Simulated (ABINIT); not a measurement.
# CdS (Hawleyite) (F-43m) in ABINIT: settings compared

The runs below take CdS (Hawleyite) through equation of state, band structure, with LDA, r2SCAN, RPBE.

Program: ABINIT 10.8.3 (patched build). These are calculated values, not measurements. Logs are shortened: lines on timing, memory, paths and dates and some standing lists are left out, and cuts for length are marked. The log counts tension as positive stress, the text compression.

## Step 1: Starting point

Symmetry: F-43m, No. 216, cubic system. The conventional cell has a = 5.833 Å, b = 5.833 Å, c = 5.833 Å, α = 90.00°, β = 90.00°, γ = 90.00°. Around Cd (site symmetry -43m) lie 4 S at 2.53 Å. S (site symmetry -43m) is surrounded by 4 Cd at 2.53 Å.

## Step 2: Equation of state, LDA

Input file run.abi:

```
# Datasets: one volume each
ndtset 7
getwfk -1
scalecart1 3*0.9795861087
scalecart2 3*0.9864848297
scalecart3 3*0.9932883884
scalecart4 3*1.0000000000
scalecart5 3*1.0066227096
scalecart6 3*1.0131594038
scalecart7 3*1.0196128224

# Pseudopotentials
pp_dirpath "./"
pseudos "Cd.LDA_PW-JTH.xml, S.LDA_PW-JTH.xml"

# Structure
acell 3*1.0
rprim
     0.0000000000     5.5113862425     5.5113862425
     5.5113862425     0.0000000000     5.5113862425
     5.5113862425     5.5113862425     0.0000000000
ntypat 2
znucl 48 16
natom 2
typat 1 2
xred
     0.0000000000     0.0000000000     0.0000000000
     0.7500000000     0.7500000000     0.7500000000

# Plane-wave basis
ecut 26.0
pawecutdg 48.0

# k points
kptopt 1
ngkpt 8 8 8
nshiftk 1
shiftk 0.0 0.0 0.0

# Exchange and correlation
ixc 7

# Bands and occupations
nband 13
occopt 3
tsmear 0.00183747

# SCF cycle
nstep 100
tolvrs 1.0e-9

# Output
iomode 3
prtwf 1
prtden 0
prteig 0
prtebands 0
enunit 1
```

Potentials or basis: JTH PAW LDA v2.0.

Run with:

```console
abinit run.abi > log 2>&1
```

run.abo:

```text
.Version 10.8.3 of ABINIT
 DATASET    1 : space group F-4 3 m (#216); Bravais cF (face-center cubic)
================================================================================
 Values of the parameters that define the memory need for DATASET  1.
     intxc =       0    ionmov =       0      iscf =      17    lmnmax =      18
     lnmax =       6     mgfft =      36  mpssoang =       3    mqgrid =    3001
     natom =       2  nloc_mem =       2    nspden =       1   nspinor =       1
    nsppol =       1      nsym =      24    n1xccc =       1    ntypat =       2
    occopt =       3   xclevel =       1
       mpw =        2005          nfft =       46656          nkpt =          29
 PAW method is used; the additional fine FFT grid is defined by:
   mgfftf=        48    nfftf =    110592
================================================================================
================================================================================
[... 71 lines left out ...]
 DATASET    7 : space group F-4 3 m (#216); Bravais cF (face-center cubic)
================================================================================
 Values of the parameters that define the memory need for DATASET  7.
     intxc =       0    ionmov =       0      iscf =      17    lmnmax =      18
     lnmax =       6     mgfft =      40  mpssoang =       3    mqgrid =    3001
     natom =       2  nloc_mem =       2    nspden =       1   nspinor =       1
    nsppol =       1      nsym =      24    n1xccc =       1    ntypat =       2
    occopt =       3   xclevel =       1
       mpw =        2269          nfft =       64000          nkpt =          29
 PAW method is used; the additional fine FFT grid is defined by:
   mgfftf=        50    nfftf =    125000
================================================================================
================================================================================

--------------------------------------------------------------------------------
------------- Echo of variables that govern the present computation ------------
--------------------------------------------------------------------------------
 -outvars: echo values of preprocessed input variables --------
            acell      1.0000000000E+00  1.0000000000E+00  1.0000000000E+00 Bohr
              amu      1.12411000E+02  3.20660000E+01
             ecut      2.60000000E+01 Hartree
           enunit           1
           getwfk          -1
              ixc           7
           jdtset        1    2    3    4    5    6    7
         kptrlatt        8    0    0      0    8    0      0    0    8
          kptrlen1     6.10813252E+01
          kptrlen2     6.15114895E+01
          kptrlen3     6.19357201E+01
          kptrlen4     6.23542174E+01
          kptrlen5     6.27671712E+01
          kptrlen6     6.31747617E+01
          kptrlen7     6.35771596E+01
            natom           2
            nband          13
           ndtset           7
            ngfft1         36      36      36
            ngfft2         36      36      36
            ngfft3         36      36      36
            ngfft4         36      36      36
            ngfft5         40      40      40
            ngfft6         40      40      40
            ngfft7         40      40      40
          ngfftdg1         48      48      48
          ngfftdg2         48      48      48
          ngfftdg3         50      50      50
          ngfftdg4         50      50      50
          ngfftdg5         50      50      50
          ngfftdg6         50      50      50
          ngfftdg7         50      50      50
             nkpt          29
            nstep         100
             nsym          24
           ntypat           2
           occopt           3
        pawecutdg      4.80000000E+01 Hartree
           prtden           0
        prtebands           0
           prteig           0
            rprim1     0.0000000000E+00  5.3988774028E+00  5.3988774028E+00
                       5.3988774028E+00  0.0000000000E+00  5.3988774028E+00
                       5.3988774028E+00  5.3988774028E+00  0.0000000000E+00
            rprim2     0.0000000000E+00  5.4368989188E+00  5.4368989188E+00
                       5.4368989188E+00  0.0000000000E+00  5.4368989188E+00
                       5.4368989188E+00  5.4368989188E+00  0.0000000000E+00
            rprim3     0.0000000000E+00  5.4743959587E+00  5.4743959587E+00
                       5.4743959587E+00  0.0000000000E+00  5.4743959587E+00
                       5.4743959587E+00  5.4743959587E+00  0.0000000000E+00
            rprim4     0.0000000000E+00  5.5113862425E+00  5.5113862425E+00
                       5.5113862425E+00  0.0000000000E+00  5.5113862425E+00
                       5.5113862425E+00  5.5113862425E+00  0.0000000000E+00
            rprim5     0.0000000000E+00  5.5478865531E+00  5.5478865531E+00
                       5.5478865531E+00  0.0000000000E+00  5.5478865531E+00
                       5.5478865531E+00  5.5478865531E+00  0.0000000000E+00
            rprim6     0.0000000000E+00  5.5839127996E+00  5.5839127996E+00
                       5.5839127996E+00  0.0000000000E+00  5.5839127996E+00
                       5.5839127996E+00  5.5839127996E+00  0.0000000000E+00
            rprim7     0.0000000000E+00  5.6194800821E+00  5.6194800821E+00
                       5.6194800821E+00  0.0000000000E+00  5.6194800821E+00
                       5.6194800821E+00  5.6194800821E+00  0.0000000000E+00
          spgroup         216
           tolvrs      1.00000000E-09
           tsmear      1.83747000E-03 Hartree
            typat      1  2
           useylm           1
           xangst1     0.0000000000E+00  0.0000000000E+00  0.0000000000E+00
                       4.2854443262E+00  4.2854443262E+00  4.2854443262E+00
           xangst2     0.0000000000E+00  0.0000000000E+00  0.0000000000E+00
                       4.3156245058E+00  4.3156245058E+00  4.3156245058E+00
           xangst3     0.0000000000E+00  0.0000000000E+00  0.0000000000E+00
                       4.3453883742E+00  4.3453883742E+00  4.3453883742E+00
           xangst4     0.0000000000E+00  0.0000000000E+00  0.0000000000E+00
                       4.3747499971E+00  4.3747499971E+00  4.3747499971E+00
           xangst5     0.0000000000E+00  0.0000000000E+00  0.0000000000E+00
                       4.4037226959E+00  4.4037226959E+00  4.4037226959E+00
           xangst6     0.0000000000E+00  0.0000000000E+00  0.0000000000E+00
                       4.4323190988E+00  4.4323190988E+00  4.4323190988E+00
           xangst7     0.0000000000E+00  0.0000000000E+00  0.0000000000E+00
                       4.4605511918E+00  4.4605511918E+00  4.4605511918E+00
            xcart1     0.0000000000E+00  0.0000000000E+00  0.0000000000E+00
                       8.0983161042E+00  8.0983161042E+00  8.0983161042E+00
            xcart2     0.0000000000E+00  0.0000000000E+00  0.0000000000E+00
                       8.1553483783E+00  8.1553483783E+00  8.1553483783E+00
            xcart3     0.0000000000E+00  0.0000000000E+00  0.0000000000E+00
                       8.2115939380E+00  8.2115939380E+00  8.2115939380E+00
            xcart4     0.0000000000E+00  0.0000000000E+00  0.0000000000E+00
                       8.2670793637E+00  8.2670793637E+00  8.2670793637E+00
            xcart5     0.0000000000E+00  0.0000000000E+00  0.0000000000E+00
                       8.3218298296E+00  8.3218298296E+00  8.3218298296E+00
            xcart6     0.0000000000E+00  0.0000000000E+00  0.0000000000E+00
                       8.3758691993E+00  8.3758691993E+00  8.3758691993E+00
            xcart7     0.0000000000E+00  0.0000000000E+00  0.0000000000E+00
                       8.4292201231E+00  8.4292201231E+00  8.4292201231E+00
             xred      0.0000000000E+00  0.0000000000E+00  0.0000000000E+00
                       7.5000000000E-01  7.5000000000E-01  7.5000000000E-01
            znucl       48.00000   16.00000

================================================================================

 chkinp: Checking input parameters for consistency, jdtset=   1.

 chkinp: Checking input parameters for consistency, jdtset=   2.
[... 40 lines left out ...]
 getcut: wavevector=  0.0000  0.0000  0.0000  ngfft=  48  48  48
         ecut(hartree)=     48.000   => boxcut(ratio)=   2.01575

--- Pseudopotential description ------------------------------------------------
- pspini: atom type   1  psp file is ./Cd.LDA_PW-JTH.xml
 Pseudopotential format is: paw10
 basis_size (lnmax)=  6 (lmn_size= 18), orbitals=   0   0   1   1   2   2
 Spheres core radius: rc_sph= 2.50233826
 Shapefunction is BESSEL type: shapef(r,l)=aa(1,l)*jl(q(1,l)*r)+aa(2,l)*jl(q(2,l)*r)
 Radius for shape functions =  2.31074885
 Compensation charge density is not taken into account in XC energy/potential

- pspini: atom type   2  psp file is ./S.LDA_PW-JTH.xml
 Pseudopotential format is: paw10
 basis_size (lnmax)=  4 (lmn_size=  8), orbitals=   0   0   1   1
 Spheres core radius: rc_sph= 1.90380259
 Shapefunction is SIN type: shapef(r)=[sin(pi*r/rshp)/(pi*r/rshp)]**2
 Radius for shape functions =  1.40128485
 Compensation charge density is not taken into account in XC energy/potential

   4.97629582E+02                                ecore*ucvol(ha*bohr**3)
--------------------------------------------------------------------------------

[... 722 lines left out ...]
 getcut: wavevector=  0.0000  0.0000  0.0000  ngfft=  40  40  40
         ecut(hartree)=     26.000   => boxcut(ratio)=   2.22109

 getcut : COMMENT -
  Note that boxcut > 2.2 ; recall that boxcut=Gcut(box)/Gcut(sphere) = 2
  is sufficient for exact treatment of convolution.
  Such a large boxcut is a waste : you could raise ecut
  e.g. ecut=   32.065986 Hartrees makes boxcut=2

 Fine grid specifications (used for densities):

 getcut: wavevector=  0.0000  0.0000  0.0000  ngfft=  50  50  50
         ecut(hartree)=     48.000   => boxcut(ratio)=   2.04416
--------------------------------------------------------------------------------
[... 174 lines left out ...]
 getcut: wavevector=  0.0000  0.0000  0.0000  ngfft=  40  40  40
         ecut(hartree)=     26.000   => boxcut(ratio)=   2.20676

 getcut : COMMENT -
  Note that boxcut > 2.2 ; recall that boxcut=Gcut(box)/Gcut(sphere) = 2
  is sufficient for exact treatment of convolution.
  Such a large boxcut is a waste : you could raise ecut
  e.g. ecut=   31.653555 Hartrees makes boxcut=2

 Fine grid specifications (used for densities):

 getcut: wavevector=  0.0000  0.0000  0.0000  ngfft=  50  50  50
         ecut(hartree)=     48.000   => boxcut(ratio)=   2.03097
--------------------------------------------------------------------------------
[... 325 lines left out ...]
-Cartesian components of stress tensor (GPa)         [Pressure= -5.4906E+00 GPa]
- sigma(1 1)=  5.49059132E+00  sigma(3 2)=  0.00000000E+00
- sigma(2 2)=  5.49059132E+00  sigma(3 1)=  0.00000000E+00
- sigma(3 3)=  5.49059132E+00  sigma(2 1)=  0.00000000E+00

== END DATASET(S) ==============================================================
================================================================================

 -outvars: echo values of variables after computation  --------
            acell      1.0000000000E+00  1.0000000000E+00  1.0000000000E+00 Bohr
           etotal1    -5.8092555855E+01
           etotal2    -5.8092759064E+01
           etotal3    -5.8092633391E+01
           etotal4    -5.8092218904E+01
           etotal5    -5.8091545519E+01
           etotal6    -5.8090645821E+01
           etotal7    -5.8089536635E+01
            fcart1    -0.0000000000E+00 -0.0000000000E+00 -0.0000000000E+00
                      -0.0000000000E+00 -0.0000000000E+00 -0.0000000000E+00
            fcart2    -0.0000000000E+00 -0.0000000000E+00 -0.0000000000E+00
                      -0.0000000000E+00 -0.0000000000E+00 -0.0000000000E+00
            fcart3    -0.0000000000E+00 -0.0000000000E+00 -0.0000000000E+00
                      -0.0000000000E+00 -0.0000000000E+00 -0.0000000000E+00
            fcart4    -0.0000000000E+00 -0.0000000000E+00 -0.0000000000E+00
                      -0.0000000000E+00 -0.0000000000E+00 -0.0000000000E+00
            fcart5    -0.0000000000E+00 -0.0000000000E+00 -0.0000000000E+00
                      -0.0000000000E+00 -0.0000000000E+00 -0.0000000000E+00
[... 38 lines left out ...]
                       0.0000000000E+00  0.0000000000E+00  0.0000000000E+00
           xangst1     0.0000000000E+00  0.0000000000E+00  0.0000000000E+00
                       4.2854443262E+00  4.2854443262E+00  4.2854443262E+00
           xangst2     0.0000000000E+00  0.0000000000E+00  0.0000000000E+00
                       4.3156245058E+00  4.3156245058E+00  4.3156245058E+00
           xangst3     0.0000000000E+00  0.0000000000E+00  0.0000000000E+00
                       4.3453883742E+00  4.3453883742E+00  4.3453883742E+00
           xangst4     0.0000000000E+00  0.0000000000E+00  0.0000000000E+00
                       4.3747499971E+00  4.3747499971E+00  4.3747499971E+00
           xangst5     0.0000000000E+00  0.0000000000E+00  0.0000000000E+00
                       4.4037226959E+00  4.4037226959E+00  4.4037226959E+00
           xangst6     0.0000000000E+00  0.0000000000E+00  0.0000000000E+00
                       4.4323190988E+00  4.4323190988E+00  4.4323190988E+00
           xangst7     0.0000000000E+00  0.0000000000E+00  0.0000000000E+00
                       4.4605511918E+00  4.4605511918E+00  4.4605511918E+00
             xred      0.0000000000E+00  0.0000000000E+00  0.0000000000E+00
                       7.5000000000E-01  7.5000000000E-01  7.5000000000E-01
 Calculation completed.
```

Wall time 2.7 min (1 thread of Arm Neoverse V2, shared host); peak memory 0.17 GiB.

What came out:

| Item | Value |
| --- | --- |
| Equilibrium volume | 23.86 Å³/atom |
| Bulk modulus | 68 GPa |
| Pressure derivative of the bulk modulus | 4.6 |

Energy against volume, from the lowest point:
| volume (Å³/atom) | energy (meV/atom) |
| --- | --- |
| 23.319 | 2.76 |
| 23.815 | 0.00 |
| 24.312 | 1.71 |
| 24.808 | 7.35 |
| 25.304 | 16.51 |
| 25.800 | 28.75 |
| 26.296 | 43.84 |

Caveat: pressures at fixed basis lie under the slope of the energies.

(Part 1 of 2 ends here.)
